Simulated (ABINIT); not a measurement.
# Ag (P6_3/mmc) in ABINIT: single point with PBEsol

Aim: the single point of Ag with PBEsol.

Everything below comes from runs of ABINIT 10.8.3 (patched build). Logs are shortened: lines on timing, memory, paths and dates and some standing lists are left out, and cuts for length are marked. The log counts tension as positive stress, the text compression.

## (1) The undisturbed crystal

The structure is hexagonal, space group P6_3/mmc (No. 194). The conventional cell has a = 2.930 Å, b = 2.930 Å, c = 4.790 Å, α = 90.00°, β = 90.00°, γ = 120.00°. Ag (site symmetry -6m2) has 12 Ag at 2.93 Å as nearest neighbours.

This isn't the form of Ag at room conditions, which is fcc.

## (2) Single point, PBEsol (atoms moved at random, drawn with an rms of 0.05 Å)

Input file run.abi:

```
# Pseudopotentials
pp_dirpath "./"
pseudos "Ag.upf"

# Structure
acell 2.93 2.93 4.79 Angstrom
rprim
     1.0000000000     0.0000000000     0.0000000000
    -0.5000000000     0.8660254038     0.0000000000
     0.0000000000     0.0000000000     1.0000000000
ntypat 1
znucl 47
natom 2
typat 1 1
xred
     0.6848270000     0.3500780000     0.7468890000
     0.3379130000     0.6726650000     0.2505680000
chkprim 0
chksymtnons 0
tolsym 1.0e-6

# Plane-wave basis
ecut 1115.666836 eV

# k points
kptopt 1
ngkpt 10 10 6
nshiftk 1
shiftk 0.0 0.0 0.0

# Exchange and correlation
ixc -116133

# Bands and occupations
nband 23
occopt 3
tsmear 0.00183747

# SCF cycle
nstep 100
tolvrs 1.0e-10

# Output
iomode 3
prtwf 0
prtden 0
prteig 0
prtebands 0
enunit 2
```

Potentials or basis: PseudoDojo NC SR PBEsol v0.4.1 standard.

Launch:

```bash
$ abinit run.abi > log 2>&1
```

run.abo:

```text
.Version 10.8.3 of ABINIT
 Symmetries : space group P-1 (#  2); Bravais aP (primitive triclinic)
================================================================================
 Values of the parameters that define the memory need of the present run
     intxc =       0    ionmov =       0      iscf =       7    lmnmax =       6
     lnmax =       6     mgfft =      54  mpssoang =       3    mqgrid =    3001
     natom =       2  nloc_mem =       1    nspden =       1   nspinor =       1
    nsppol =       1      nsym =       2    n1xccc =    2501    ntypat =       1
    occopt =       3   xclevel =       2
       mpw =        3042          nfft =       55296          nkpt =         304
================================================================================
================================================================================

--------------------------------------------------------------------------------
------------- Echo of variables that govern the present computation ------------
--------------------------------------------------------------------------------
 -outvars: echo values of preprocessed input variables --------
            acell      5.5368975489E+00  5.5368975489E+00  9.0517881431E+00 Bohr
              amu      1.07868200E+02
          chkprim           0
      chksymtnons           0
             ecut      4.10000000E+01 Hartree
           enunit           2
                       outvar_i_n : Printing only first  50 k-points.
              ixc     -116133
                       outvar_i_n : Printing only first  50 k-points.
         kptrlatt       10    0    0      0   10    0      0    0    6
          kptrlen      5.43107289E+01
            natom           2
            nband          23
            ngfft          32      32      54
             nkpt         304
            nstep         100
             nsym           2
           ntypat           1
                       prtocc : prtvol=0, do not print more k-points.
           occopt           3
           prtden           0
        prtebands           0
           prteig           0
            prtwf           0
            rprim      1.0000000000E+00  0.0000000000E+00  0.0000000000E+00
                      -5.0000000000E-01  8.6602540380E-01  0.0000000000E+00
                       0.0000000000E+00  0.0000000000E+00  1.0000000000E+00
          spgroup           2
           tolsym      1.00000000E-06
           tolvrs      1.00000000E-10
           tsmear      1.83747000E-03 Hartree
            typat      1  1
                       outvars : Printing only first  50 k-points.
           xangst      1.4936788400E+00  8.8830697304E-01  3.5775983100E+00
                       4.6308650000E-03  1.7068567863E+00  1.2002207200E+00
            xcart      2.8226439277E+00  1.6786568948E+00  6.7606809944E+00
                       8.7510665761E-03  3.2254918622E+00  2.2680884514E+00
             xred      6.8482700000E-01  3.5007800000E-01  7.4688900000E-01
                       3.3791300000E-01  6.7266500000E-01  2.5056800000E-01
            znucl       47.00000

================================================================================

 chkinp: Checking input parameters for consistency.

================================================================================
== DATASET  1 ==================================================================

--- !DatasetInfo
iteration_state: {dtset: 1, }
dimensions: {natom: 2, nkpt: 304, mband: 23, nsppol: 1, nspinor: 1, nspden: 1, mpw: 3042, }
cutoff_energies: {ecut:  41.0, pawecutdg:  -1.0, }
electrons: {nelect:   3.80000000E+01, charge:   0.00000000E+00, occopt:   3.00000000E+00, tsmear:   1.83747000E-03, }
meta: {optdriver: 0, ionmov: 0, optcell: 0, iscf: 7, paral_kgb: 0, }
...

 Real(R)+Recip(G) space primitive vectors, cartesian coordinates (Bohr,Bohr^-1):
 R(1)=  5.5368975  0.0000000  0.0000000  G(1)=  0.1806066  0.1042732  0.0000000
 R(2)= -2.7684488  4.7950939  0.0000000  G(2)=  0.0000000  0.2085465  0.0000000
 R(3)=  0.0000000  0.0000000  9.0517881  G(3)=  0.0000000  0.0000000  0.1104754
 Unit cell volume ucvol=  2.4032447E+02 bohr^3
 Angles (23,13,12)=  9.00000000E+01  9.00000000E+01  1.20000000E+02 degrees

 getcut: wavevector=  0.0000  0.0000  0.0000  ngfft=  32  32  54
         ecut(hartree)=     41.000   => boxcut(ratio)=   2.00506

--- Pseudopotential description ------------------------------------------------
- pspini: atom type   1  psp file is ./Ag.upf
12 -116133 2 -1 1538                          pspcod,pspxc,lmax,lloc,mmax
     nproj     2     2     2

   2.10108167E+03                                ecore*ucvol(ha*bohr**3)
--------------------------------------------------------------------------------

================================================================================

--- !BeginCycle
iteration_state: {dtset: 1, }
solver: {iscf: 7, nstep: 100, nline: 4, wfoptalg: 0, }
tolerances: {tolvrs: 1.00E-10, }
...

     iter   Etot(hartree)      deltaE(h)  residm     vres2
 ETOT  1  -309.47754283123    -3.095E+02 3.006E-01 1.396E+02
 ETOT  2  -309.73815131449    -2.606E-01 2.972E-02 1.743E+02
 ETOT  3  -309.79388429238    -5.573E-02 1.816E-02 2.518E-01
 ETOT  4  -309.79396801076    -8.372E-05 1.749E-03 4.487E-02
 ETOT  5  -309.79397977357    -1.176E-05 2.130E-03 1.346E-04
 ETOT  6  -309.79397979734    -2.377E-08 1.246E-03 5.768E-06
 ETOT  7  -309.79397979810    -7.684E-10 6.975E-04 1.330E-07
 ETOT  8  -309.79397979813    -2.296E-11 7.594E-04 6.551E-10
 ETOT  9  -309.79397979813    -5.684E-13 2.569E-04 8.371E-11

 At SCF step    9       vres2   =  8.37E-11 < tolvrs=  1.00E-10 =>converged.

 Cartesian components of stress tensor (hartree/bohr^3)
  sigma(1 1)=  2.02745445E-04  sigma(3 2)=  5.93507213E-07
  sigma(2 2)=  2.12327556E-04  sigma(3 1)=  5.64774678E-07
  sigma(3 3)=  2.27004537E-04  sigma(2 1)= -4.38119557E-06

--- !ResultsGS
iteration_state: {dtset: 1, }
comment   : Summary of ground state results
lattice_vectors:
- [  5.5368975,   0.0000000,   0.0000000, ]
- [ -2.7684488,   4.7950939,   0.0000000, ]
- [  0.0000000,   0.0000000,   9.0517881, ]
lattice_lengths: [   5.53690,    5.53690,    9.05179, ]
lattice_angles: [ 90.000,  90.000, 120.000, ] # degrees, (23, 13, 12)
lattice_volume:   2.4032447E+02
convergence: {deltae: -5.684E-13, res2:  8.371E-11, residm:  2.569E-04, diffor: null, }
etotal    :  -3.09793980E+02
entropy   :   0.00000000E+00
fermie    :   3.66916840E-01
cartesian_stress_tensor: # hartree/bohr^3
- [  2.02745445E-04,  -4.38119557E-06,   5.64774678E-07, ]
- [ -4.38119557E-06,   2.12327556E-04,   5.93507213E-07, ]
- [  5.64774678E-07,   5.93507213E-07,   2.27004537E-04, ]
pressure_GPa:  -6.2969E+00
xred      :
- [  6.8483E-01,   3.5008E-01,   7.4689E-01, Ag]
- [  3.3791E-01,   6.7266E-01,   2.5057E-01, Ag]
cartesian_forces: # hartree/bohr
- [ -3.97126789E-04,  -4.07629301E-04,   1.52291177E-03, ]
- [  3.97126789E-04,   4.07629301E-04,  -1.52291177E-03, ]
force_length_stats: {min:   1.62577107E-03, max:   1.62577107E-03, mean:   1.62577107E-03, }
...

 Integrated electronic density in atomic spheres:
 ------------------------------------------------
 Atom  Sphere_radius  Integrated_density
    1        2.00000         16.30970713
    2        2.00000         16.31061456
================================================================================

 ----iterations are completed or convergence reached----

 Mean square residual over all n,k,spin=   27.050E-08; max=  25.688E-05
 reduced coordinates (array xred) for    2 atoms
       0.684827000000      0.350078000000      0.746889000000
       0.337913000000      0.672665000000      0.250568000000
 rms dE/dt=  8.0745E-03; max dE/dt=  1.3785E-02; dE/dt below (all hartree)
    1       0.002198850344      0.000855195617     -0.013785074687
    2      -0.002198850344     -0.000855195617      0.013785074687

 cartesian coordinates (angstrom) at end:
    1      1.49367884000000     0.88830697304268     3.57759831000000
    2      0.00463086500000     1.70685678626408     1.20022072000000

 cartesian forces (hartree/bohr) at end:
    1     -0.00039712678883    -0.00040762930092     0.00152291176825
    2      0.00039712678883     0.00040762930092    -0.00152291176825
 frms,max,avg= 9.3863937E-04 1.5229118E-03   0.000E+00  0.000E+00  0.000E+00 h/b

 cartesian forces (eV/Angstrom) at end:
    1     -0.02042108054596    -0.02096114143164     0.07831127176042
    2      0.02042108054596     0.02096114143164    -0.07831127176042
 frms,max,avg= 4.8266777E-02 7.8311272E-02   0.000E+00  0.000E+00  0.000E+00 e/A
 length scales=  5.536897548910  5.536897548910  9.051788143098 bohr
              =  2.930000000000  2.930000000000  4.790000000000 angstroms
 Fermi (or HOMO) energy (hartree) =   0.36692   Average Vxc (hartree)=  -0.46505
 Eigenvalues (hartree) for nkpt= 304  k points:
 kpt#   1, nband= 23, wtk=  0.00167, kpt=  0.0000  0.0000  0.0000 (reduced coord)
  -3.00392   -3.00341   -1.66500   -1.66061   -1.66048   -1.65991   -1.65978   -1.65977
   0.09130    0.14325    0.19877    0.20218    0.20276    0.21025    0.21108    0.22140
   0.22441    0.25633    0.25915    0.35485    0.49049    0.94141    1.01060
      occupation numbers for kpt#   1
   2.00000    2.00000    2.00000    2.00000    2.00000    2.00000    2.00000    2.00000
   2.00000    2.00000    2.00000    2.00000    2.00000    2.00000    2.00000    2.00000
   2.00000    2.00000    2.00000    1.99719    0.00000    0.00000    0.00000
 prteigrs : prtvol=0 or 1, do not print more k-points.

 Fermi (or HOMO) energy (eV) =   9.98432   Average Vxc (eV)= -12.65466
 Eigenvalues (   eV  ) for nkpt= 304  k points:
 kpt#   1, nband= 23, wtk=  0.00167, kpt=  0.0000  0.0000  0.0000 (reduced coord)
 -81.74081  -81.72685  -45.30685  -45.18755  -45.18403  -45.16834  -45.16481  -45.16454
   2.48427    3.89798    5.40879    5.50163    5.51739    5.72116    5.74381    6.02458
   6.10652    6.97512    7.05188    9.65604   13.34702   25.61699   27.49989
 prteigrs : prtvol=0 or 1, do not print more k-points.

--- !EnergyTerms
iteration_state     : {dtset: 1, }
comment             : Components of total free energy in Hartree
kinetic             :  1.05743829452555E+02
hartree             :  7.27038241707869E+01
xc                  : -4.59846051226979E+01
Ewald energy        : -2.11275904665016E+02
psp_core            :  8.74268730363034E+00
local_psp           : -2.35609242683651E+02
non_local_psp       : -4.11436214241100E+00
internal            : -3.09793773686804E+02
'-kT*entropy'       : -2.06111323360051E-04
total_energy        : -3.09793979798128E+02
total_energy_eV     : -8.42992364096648E+03
band_energy         : -2.72158248117415E+01
...

 Cartesian components of stress tensor (hartree/bohr^3)
  sigma(1 1)=  2.02745445E-04  sigma(3 2)=  5.93507213E-07
  sigma(2 2)=  2.12327556E-04  sigma(3 1)=  5.64774678E-07
  sigma(3 3)=  2.27004537E-04  sigma(2 1)= -4.38119557E-06

-Cartesian components of stress tensor (GPa)         [Pressure= -6.2969E+00 GPa]
- sigma(1 1)=  5.96497693E+00  sigma(3 2)=  1.74615851E-02
- sigma(2 2)=  6.24689238E+00  sigma(3 1)=  1.66162447E-02
- sigma(3 3)=  6.67870407E+00  sigma(2 1)= -1.28899224E-01

== END DATASET(S) ==============================================================
================================================================================

 -outvars: echo values of variables after computation  --------
            acell      5.5368975489E+00  5.5368975489E+00  9.0517881431E+00 Bohr
           etotal     -3.0979397980E+02
            fcart     -3.9712678883E-04 -4.0762930092E-04  1.5229117682E-03
                       3.9712678883E-04  4.0762930092E-04 -1.5229117682E-03
            rprim      1.0000000000E+00  0.0000000000E+00  0.0000000000E+00
                      -5.0000000000E-01  8.6602540380E-01  0.0000000000E+00
                       0.0000000000E+00  0.0000000000E+00  1.0000000000E+00
           strten      2.0274544492E-04  2.1232755621E-04  2.2700453738E-04
                       5.9350721326E-07  5.6477467797E-07 -4.3811955724E-06
           xangst      1.4936788400E+00  8.8830697304E-01  3.5775983100E+00
                       4.6308650000E-03  1.7068567863E+00  1.2002207200E+00
             xred      6.8482700000E-01  3.5007800000E-01  7.4688900000E-01
                       3.3791300000E-01  6.7266500000E-01  2.5056800000E-01
 Calculation completed.
```

Run time: 8.8 min. Hardware: 1 thread of Arm Neoverse V1, shared host; peak memory 0.38 GiB.

What came out:

* Free energy: -8429.9236 eV
* Pressure: -6.3 GPa
* Largest force: 0.084 eV/Å
* Band gap on the k mesh: none (metal or under the smearing width)
* Valence electrons inside the program's atomic spheres: Ag 16.31 (radii [1.0584] Å)

Forces in eV/Å, atoms in the order of the input:
```
Ag  -0.020 -0.021  0.078
Ag   0.020  0.021 -0.078
```

Stress tensor (GPa, compression positive):
```
-5.96  0.13 -0.02
 0.13 -6.25 -0.02
-0.02 -0.02 -6.68
```
